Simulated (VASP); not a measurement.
# Cs (C2/m) in VASP: a series of runs

Runs on Cs. Level: PBEsol. Tasks: single point.

All numbers are computed with VASP 6.6.1; they aren't measurements. Logs are shortened: lines on timing, memory, paths and dates and some standing lists are left out, and cuts for length are marked.

## (1) The crystal as given

It takes space group C2/m (No. 12, monoclinic). The conventional cell has a = 6.038 Å, b = 8.676 Å, c = 5.110 Å, α = 90.00°, β = 120.26°, γ = 90.00°.

This isn't the form of Cs at room conditions, which is bcc.

## (2) Single point, PBEsol

The input, INCAR:

```
ADDGRID = False
ALGO = Normal
EDIFF = 1E-6
ENCUT = 400
GGA = PS
ISIF = 2
ISMEAR = 1
LASPH = True
LCHARG = False
LREAL = False
LWAVE = False
NELM = 100
PREC = Normal
SIGMA = 0.1
```

The input, KPOINTS:

```
k-points
0
Gamma
  8 8 8
```

The input, POSCAR:

```
Cs
1.0
    3.0190110000     -4.3381320000      0.0000000000
    3.0190110000      4.3381320000      0.0000000000
   -2.5749360000      0.0000000000      4.4138870000
Cs
1
Direct
    0.0000000000      0.0000000000      0.5000000000
```

Potentials or basis: VASP PAW PBE potentials, release 64 (Cs_sv).

On the command line:

```
$ cat potpaw_PBE.64/Cs_sv/POTCAR > POTCAR
$ mpirun -np 1 vasp_std > vasp.out
```

OUTCAR:

```text
EDIFF = 1E-6
   ENCUT = 400
   GGA = PS
   ISIF = 2
   ISMEAR = 1
   LASPH = True
   LREAL = False
   NELM = 100
   PREC = Normal

 Found    150 irreducible k-points:

 Following reciprocal coordinates:
            Coordinates               Weight
  0.000000  0.000000  0.000000      1.000000
  0.125000  0.000000 -0.000000      4.000000
  0.250000  0.000000 -0.000000      4.000000
  0.375000  0.000000 -0.000000      4.000000
  0.500000  0.000000 -0.000000      2.000000
  0.125000  0.125000 -0.000000      2.000000
   k-points           NKPTS =    150   k-points in BZ     NKDIM =    150   number of bands    NBANDS=      8
   number of dos      NEDOS =    301   number of ions     NIONS =      1
   total plane-waves  NPLWV =  21952
   dimension x,y,z NGX =    28 NGY =   28 NGZ =   28
   dimension x,y,z NGXF=    56 NGYF=   56 NGZF=   56
   ions per type =               1
   NGX,Y,Z   is equivalent  to a cutoff of   8.81,  8.81,  9.11 a.u.
   NGXF,Y,Z  is equivalent  to a cutoff of  17.61, 17.61, 18.22 a.u.
 SYSTEM =  unknown system
   PREC   = normal    normal or accurate (medium, high low for compatibility)
   ISTART =      0    job   : 0-new  1-cont  2-samecut
   ICHARG =      2    charge: 1-file 2-atom 10-const
   ISPIN  =      1    spin polarized calculation?
   LNONCOLLINEAR =      F non collinear calculations
   LSORBIT =      F    spin-orbit coupling
   LASPH  =      T    aspherical Exc in radial PAW
   ENCUT  =  400.0 eV  29.40 Ry    5.42 a.u.   8.62  8.62  8.33*2*pi/ulx,y,z
   NELM   =    100;   NELMIN=  2; NELMDL= -5     # of ELM steps
   EDIFF  = 0.1E-05   stopping-criterion for ELM
   LREAL  =      F    real-space projection
   EDIFFG = 0.1E-04   stopping-criterion for IOM
   NSW    =      0    number of steps for IOM
   IBRION =     -1    ionic relax: 0-MD 1-quasi-New 2-CG
   NFREE  =      0    steps in history (QN), initial steepest desc. (CG)
   ISIF   =      2    stress and relaxation
   ISYM   =      2    0-nonsym 1-usesym 2-fastsym
   POTIM  = 0.5000    time-step for ionic-motion
   TEBEG  =    0.0;   TEEND  =   0.0 temperature during run
   PSTRESS=    0.0 pullay stress
   NELECT =       9.0000    total number of electrons
   NUPDOWN=      -1.0000    fix difference up-down
   EMIN   =  10.00;   EMAX   =-10.00  energy-range for DOS
   EFERMI =   0.00;   METHOD = LEGACY
   ISMEAR =     1;   SIGMA  =   0.10  broadening in eV -4-tet -1-fermi 0-gaus
   EFERMI_NEDOS =   21; number of points for ismear=-14 and -15
   IALGO  =     38    algorithm
   IMIX   =      4    mixing-type and parameters
     AMIX     =   0.40;   BMIX     =  1.00
     AMIX_MAG =   1.60;   BMIX_MAG =  1.00
  volume/ion in A,a.u.               =     115.62       780.22
  Fermi-wavevector in a.u.,A,eV,Ry     =   0.699009  1.320936  6.647992  0.488614
  Thomas-Fermi vector in A             =   1.782770
   LORBIT       =      0    0 simple, 1 ext, 2 COOP (PROOUT), +10 PAW based schemes
   GGA     = PS    functional components
   LHFCALC =     F    Hartree Fock is set to
   AEXX    =    0.0000 exact exchange contribution
   IVDW    =     0    specifies the selected vdW correction
   LEPSILON=     F    determine dielectric tensor
   LRPA    =     F    only Hartree local field effects (RPA)
 non-spin polarized calculation
 Methfessel and Paxton  Order N= 1 SIGMA  =   0.10
  energy-cutoff  :      400.00
  volume of cell :      115.62
 maximum number of plane-waves:      2123
   NGX = 17   NGY = 17   NGZ = 17

 number of electron       8.9999990 magnetization

 Free energy of the ion-electron system (eV)
  ---------------------------------------------------
  ext. energy  EPLUGINS =         0.00000000
  ---------------------------------------------------
  free energy    TOTEN  =        -0.93224083 eV

  energy without entropy =       -0.93195601  energy(sigma->0) =       -0.93214589

 E-fermi :   0.3770     XC(G=0):  -5.4619

 val. band max:        0.3619357911   @ k =   0.0000   0.0000   0.5000
 cond. band min:       0.3826220030   @ k =   0.5000   0.3750  -0.0000
 fundamental gap:      0.0206862120
 Fermi energy:         0.3769783180

 k-point     1 :       0.0000    0.0000    0.0000
  band No.  band energies     occupation
      1     -23.4938      2.00000
      2     -10.2237      2.00000
      3     -10.2131      2.00000
      4     -10.2025      2.00000
      5      -1.3153      2.00000
      6       2.6111      0.00000
      7       2.7692      0.00000
      8       3.0708      0.00000

 k-point     2 :       0.1250    0.0000   -0.0000
  band No.  band energies     occupation
      1     -23.4930      2.00000
      2     -10.2390      2.00000
      3     -10.2200      2.00000
      4     -10.2038      2.00000
      5      -1.1551      2.00000
      6       2.4897      0.00000
      7       2.5629      0.00000
      8       3.1516      0.00000

 k-point     3 :       0.2500    0.0000   -0.0000
  band No.  band energies     occupation
      1     -23.4911      2.00000
      2     -10.2822      2.00000
      3     -10.2312      2.00000
      4     -10.2055      2.00000
      5      -0.7092      2.00000
      6       1.9878     -0.00000
      7       2.2511     -0.00000
      8       3.5694      0.00000

 k-point     4 :       0.3750    0.0000   -0.0000
  band No.  band energies     occupation
      1     -23.4893      2.00000
      2     -10.3253      2.00000
      3     -10.2417      2.00000
      4     -10.2067      2.00000
      5      -0.0954      2.00000
      6       1.4437     -0.00000
      7       2.0357     -0.00000
      8       3.8626      0.00000

 k-point     5 :       0.5000    0.0000   -0.0000
  band No.  band energies     occupation
      1     -23.4885      2.00000
      2     -10.3429      2.00000
      3     -10.2460      2.00000
      4     -10.2072      2.00000
      5       0.3223      1.78977
      6       1.1117     -0.00000
      7       1.9553     -0.00000
      8       3.7578      0.00000

 k-point     6 :       0.1250    0.1250   -0.0000
  band No.  band energies     occupation
      1     -23.4918      2.00000
      2     -10.2617      2.00000
      3     -10.2303      2.00000
      4     -10.2077      2.00000
      5      -0.8596      2.00000
      6       2.1811     -0.00000
      7       2.2633     -0.00000
      8       3.4427      0.00000

 [... further k-points ...]
[... 5 lines left out ...]
  --------------------------------------------------------------------------------------
  -------------------------------------------------------------------------------------
  Total       -0.0792733     -0.0752175     -0.0978594      0.0000000      0.0000000     -0.0463822
  in kB       -1.0985477     -1.0423435     -1.3561086      0.0000000      0.0000000     -0.6427522
  external PRESSURE =      -1.1656666 kB  Pullay stress =       0.0000000 kB

 VOLUME and BASIS-vectors are now :
 -----------------------------------------------------------------------------
  energy-cutoff  :      400.00
  volume of cell :      115.62
      direct lattice vectors                 reciprocal lattice vectors
     3.019011000 -4.338132000  0.000000000     0.165617151 -0.115256982  0.096616330
     3.019011000  4.338132000  0.000000000     0.165617151  0.115256982  0.096616330
    -2.574936000  0.000000000  4.413887000     0.000000000  0.000000000  0.226557680

 POSITION                                       TOTAL-FORCE (eV/Angst)
 -----------------------------------------------------------------------------------
     -1.28747      0.00000      2.20694        -0.000000      0.000000      0.000000
 -----------------------------------------------------------------------------------
    total drift:                               -0.000000      0.000000     -0.000000

  FREE ENERGIE OF THE ION-ELECTRON SYSTEM (eV)
  ---------------------------------------------------
  free  energy   TOTEN  =        -0.9322408268 eV

  energy  without entropy=       -0.9319560085  energy(sigma->0) =       -0.93214589
```

Run time: 26 s. Hardware: 1 thread of Intel Xeon Platinum 8488C (Sapphire Rapids), shared host; peak memory 0.22 GiB.

The run converged, but some of its settings lie outside the range that counts as converged, so its numbers aren't taken as properties of the crystal.

What came out:

| Item | Value |
| --- | --- |
| Free energy | -0.9322 eV |
| Pressure | -0.1 GPa |
| Band gap on the k mesh | none (metal or under the smearing width) |

Caveat: the PAW data sets were made with another functional, which shifts forces and pressure a little.

## (3) Single point, PBEsol

INCAR is that of step 2.

KPOINTS is that of step 2.

The input, POSCAR:

```
Cs
1.0
    3.0286440000     -4.4025590000     -0.0553060000
    2.9811710000      4.3695220000      0.0984760000
   -2.5313490000      0.0923220000      4.3694900000
Cs
1
Direct
   -0.0054440000      0.0010830000      0.4979030000
```

Potentials or basis: VASP PAW PBE potentials, release 64 (Cs_sv).

On the command line:

```
$ cat potpaw_PBE.64/Cs_sv/POTCAR > POTCAR
$ mpirun -np 1 vasp_std > vasp.out
```

Wall time 43 s (1 thread of Intel Xeon Platinum 8488C (Sapphire Rapids), shared host); peak memory 0.27 GiB.

These settings aren't checked as converged: the numbers below hold their error.

What came out:

| Item | Value |
| --- | --- |
| Free energy | -0.9315 eV |
| Pressure | -0.1 GPa |
| Band gap on the k mesh | none (metal or under the smearing width) |

Caveat: the PAW data sets were made with another functional, which shifts forces and pressure a little.

## (4) Single point, PBEsol

Changes to INCAR since step 3:

```diff
@@ -9,6 +9,6 @@
 LCHARG = False
-LREAL = False
+LREAL = Auto
 LWAVE = False
 NELM = 100
-PREC = Normal
+PREC = Accurate
 SIGMA = 0.1
```

KPOINTS is that of step 3.

The input, POSCAR:

```
Cs
1.0
    3.0190110000     -4.3381320000      0.0000000000
    3.0190110000      4.3381320000      0.0000000000
   -2.5749360000      0.0000000000      4.4138870000
Cs
1
Direct
    0.0000000000      0.0000000000      0.5000000000
```

Potentials or basis: VASP PAW PBE potentials, release 64 (Cs_sv).

On the command line:

```
$ cat potpaw_PBE.64/Cs_sv/POTCAR > POTCAR
$ mpirun -np 1 vasp_std > vasp.out
```

OUTCAR:

```text
EDIFF = 1E-6
   ENCUT = 400
   GGA = PS
   ISIF = 2
   ISMEAR = 1
   LASPH = True
   LREAL = Auto
   NELM = 100
   PREC = Accurate

 Found    150 irreducible k-points:

 Following reciprocal coordinates:
            Coordinates               Weight
  0.000000  0.000000  0.000000      1.000000
  0.125000  0.000000 -0.000000      4.000000
  0.250000  0.000000 -0.000000      4.000000
  0.375000  0.000000 -0.000000      4.000000
  0.500000  0.000000 -0.000000      2.000000
  0.125000  0.125000 -0.000000      2.000000
   k-points           NKPTS =    150   k-points in BZ     NKDIM =    150   number of bands    NBANDS=      8
   number of dos      NEDOS =    301   number of ions     NIONS =      1
   total plane-waves  NPLWV =  46656
   dimension x,y,z NGX =    36 NGY =   36 NGZ =   36
   dimension x,y,z NGXF=    72 NGYF=   72 NGZF=   72
   ions per type =               1
   NGX,Y,Z   is equivalent  to a cutoff of  11.32, 11.32, 11.71 a.u.
   NGXF,Y,Z  is equivalent  to a cutoff of  22.65, 22.65, 23.42 a.u.
 SYSTEM =  unknown system
   PREC   = accura    normal or accurate (medium, high low for compatibility)
   ISTART =      0    job   : 0-new  1-cont  2-samecut
   ICHARG =      2    charge: 1-file 2-atom 10-const
   ISPIN  =      1    spin polarized calculation?
   LNONCOLLINEAR =      F non collinear calculations
[... 53 lines left out ...]

 E-fermi :   0.3770     XC(G=0):  -5.4619

 val. band max:        0.3619445533   @ k =   0.0000   0.0000   0.5000
 cond. band min:       0.3826338449   @ k =   0.5000   0.3750  -0.0000
 fundamental gap:      0.0206892916
 Fermi energy:         0.3769912076

 k-point     1 :       0.0000    0.0000    0.0000
  band No.  band energies     occupation
      1     -23.4938      2.00000
      2     -10.2237      2.00000
      3     -10.2131      2.00000
      4     -10.2025      2.00000
      5      -1.3153      2.00000
      6       2.6112      0.00000
      7       2.7692      0.00000
      8       3.0709      0.00000
[... 45 lines left out ...]
 k-point     6 :       0.1250    0.1250   -0.0000
  band No.  band energies     occupation
      1     -23.4919      2.00000
      2     -10.2617      2.00000
      3     -10.2303      2.00000
      4     -10.2077      2.00000
      5      -0.8596      2.00000
      6       2.1811     -0.00000
      7       2.2633     -0.00000
      8       3.4427      0.00000

 [... further k-points ...]
[... 5 lines left out ...]
  --------------------------------------------------------------------------------------
  -------------------------------------------------------------------------------------
  Total       -0.0820495     -0.0753470     -0.0986762      0.0000000      0.0000000     -0.0463660
  in kB       -1.1370192     -1.0441378     -1.3674274      0.0000000      0.0000000     -0.6425269
  external PRESSURE =      -1.1828614 kB  Pullay stress =       0.0000000 kB

 VOLUME and BASIS-vectors are now :
 -----------------------------------------------------------------------------
  energy-cutoff  :      400.00
  volume of cell :      115.62
      direct lattice vectors                 reciprocal lattice vectors
     3.019011000 -4.338132000  0.000000000     0.165617151 -0.115256982  0.096616330
     3.019011000  4.338132000  0.000000000     0.165617151  0.115256982  0.096616330
    -2.574936000  0.000000000  4.413887000     0.000000000  0.000000000  0.226557680

 POSITION                                       TOTAL-FORCE (eV/Angst)
 -----------------------------------------------------------------------------------
     -1.28747      0.00000      2.20694         0.000000      0.000000      0.000000
 -----------------------------------------------------------------------------------
    total drift:                                0.000000     -0.000000      0.000000

  FREE ENERGIE OF THE ION-ELECTRON SYSTEM (eV)
  ---------------------------------------------------
  free  energy   TOTEN  =        -0.9320664789 eV

  energy  without entropy=       -0.9317817003  energy(sigma->0) =       -0.93197155
```

OSZICAR:

```text
N       E                     dE             d eps       ncg     rms          rms(c)
DAV:   1     0.541376029493E+02    0.54138E+02   -0.28012E+03  2400   0.619E+02
DAV:   2     0.314826422545E+01   -0.50989E+02   -0.50481E+02  3072   0.114E+02
DAV:   3    -0.883048668773E+00   -0.40313E+01   -0.40302E+01  2512   0.429E+01
DAV:   4    -0.931558916425E+00   -0.48510E-01   -0.48507E-01  4512   0.560E+00
DAV:   5    -0.931577331185E+00   -0.18415E-04   -0.18415E-04  2992   0.765E-02    0.130E-01
DAV:   6    -0.931606206979E+00   -0.28876E-04   -0.10745E-03  4464   0.194E-01    0.907E-02
DAV:   7    -0.932016977785E+00   -0.41077E-03   -0.32185E-03  3176   0.355E-01    0.312E-02
DAV:   8    -0.932065611733E+00   -0.48634E-04   -0.94194E-05  3544   0.769E-02    0.502E-03
DAV:   9    -0.932066874016E+00   -0.12623E-05   -0.31578E-06  4120   0.111E-02    0.279E-03
DAV:  10    -0.932066478925E+00    0.39509E-06   -0.66787E-07  3184   0.498E-03
   1 F= -.93206648E+00 E0= -.93197155E+00  d E =-.284779E-03
```

It took 65 s on 1 thread of Intel Xeon Platinum 8488C (Sapphire Rapids), shared host; peak memory 0.22 GiB.

These settings aren't checked as converged: the numbers below hold their error.

Results:

```
Free energy            : -0.9321 eV
Pressure               : -0.1 GPa
Band gap on the k mesh : none (metal or under the smearing width)
```

Caveat: the PAW data sets were made with another functional, which shifts forces and pressure a little.

(Part 1 of 2 ends here.)
